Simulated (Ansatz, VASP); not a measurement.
**SiC in VASP and in Ansatz**

```xyz
2
Lattice="0.0000 2.1781 2.1781 2.1781 0.0000 2.1781 2.1781 2.1781 0.0000" Properties=species:S:1:pos:R:3 pbc="T T T"
Si    0.0000    0.0000    0.0000
C     1.0890    1.0890    1.0890
```

The cell was built by a generator and needn't be a form met in nature.

Alike in both runs: task single point; functional PBE; k mesh 10 × 10 × 10; occupations fermi-dirac, width 0.02 eV; no spin polarisation.

|  | VASP | Ansatz |
| --- | --- | --- |
| version | VASP 6.6.1 | Ansatz 0.2.0 |
| potentials or method | VASP PAW PBE potentials, release 64 (Si, C) | plane waves, PAW |
| plane-wave cutoff (eV) | 520 | 420 |
| valence electrons in the cell | 8 | 8 |

```csv
,VASP,Ansatz,Ansatz less VASP
gap on the k mesh at the Fermi level (eV),1.36,1.36,+0.003
pressure (GPa),3.5,3.6,+0.06
```

A k mesh can miss the band edges. As with any semilocal functional, this PBE gap is likely too small.
